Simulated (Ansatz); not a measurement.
# Al2Cu: the cost of one run

Computed with Ansatz 0.2.0 (DFT PBE, scalar-relativistic, plane waves, PAW, unless a step's input says otherwise).

2 further runs of the same task are left out: 2 that didn't finish.

## 1. The system as given

It takes space group I4/mmm (No. 139, tetragonal). Conventional cell: a = 4.061 Å, b = 4.061 Å, c = 5.702 Å, α = 90.00°, β = 90.00°, γ = 90.00°. Around Al (site symmetry -4m2) lie 4 Cu at 2.48 Å and 6 Al at 2.85 to 2.87 Å. Cu (site symmetry 4/mmm) has 8 Al at 2.48 Å as nearest neighbours.

As a file:

```
CELL_PARAMETERS angstrom
-2.03034 2.03034 2.85109
2.03034 -2.03034 2.85109
2.03034 2.03034 -2.85109
ATOMIC_POSITIONS crystal
Al 0.75000 0.25000 0.50000
Al 0.25000 0.75000 0.50000
Cu 0.50000 0.50000 0.00000
```

The structure comes from the Materials Project (structure only).

## 5. The grid

Gamma surface: rigid slide across a plane, one fault a cell; the plane is (1 1 1) of the conventional cell, and the faces at the cut hold Al and Cu.

First coordinate, slide along a1: 6 values from 0.000 to 0.833, periodic. Second coordinate, slide along a2: 6 values from 0.000 to 0.833, periodic.

Nothing else is relaxed (rigid halves, spacing across the cut fixed). Energies count from the perfect crystal. Points are written as (first, second).

The two vectors of the plane (Å): (-2.045, 2.045, -2.891); (-2.045, -2.045, 2.891).

(The set-up runs are not shown.)

## 6. The run at (0/6, 2/6) of the map's two axes

input.yaml

```yaml
crystal:
  lattice:
    - [-2.0446004811, 2.0446004811, -2.8914013871]
    - [-2.0446004811, -2.0446004811, 2.8914013871]
    - [-0.6815334937, 7.4968684309, 6.7466032367]
  atoms:
    - { symbol: Al, position: [0.0, -0.0416666667, 0.125] }
    - { symbol: Al, position: [0.3333333333, 0.5138888889, 0.4583333333] }
    - { symbol: Al, position: [0.6666666667, 0.0694444444, 0.7916666667] }
    - { symbol: Al, position: [0.3333333333, 0.3472222222, 0.9583333333] }
    - { symbol: Al, position: [0.6666666667, 0.2361111111, 0.2916666667] }
    - { symbol: Al, position: [0.0, -0.2083333333, 0.625] }
    - { symbol: Cu, position: [0.6666666667, 0.3194444444, 0.0416666667] }
    - { symbol: Cu, position: [0.0, -0.125, 0.375] }
    - { symbol: Cu, position: [0.3333333333, 0.4305555556, 0.7083333333] }
basis:
  ecutwfc: 520.0
kpoints:
  mp_grid: { grid: [11, 11, 4] }
hamiltonian:
  xc: pbe
  pseudopotentials: { kind: paw, azcp: { folder: soft_1 } }
scf:
  occupations: { method: gaussian, width: 0.15 }
output:
  forces: true
  stress: true
  eigenvalues: true
```

On the command line:

```
$ ansatz run input.yaml --threads 4 --pin off --max-ram 8192MiB --backend cpu --events-out ev --progress --plain --runs-dir out
```

What time and memory should one allow on 4 threads of Arm Neoverse N1, shared host?

About 2.2 min, with a peak of 1.6 GiB.
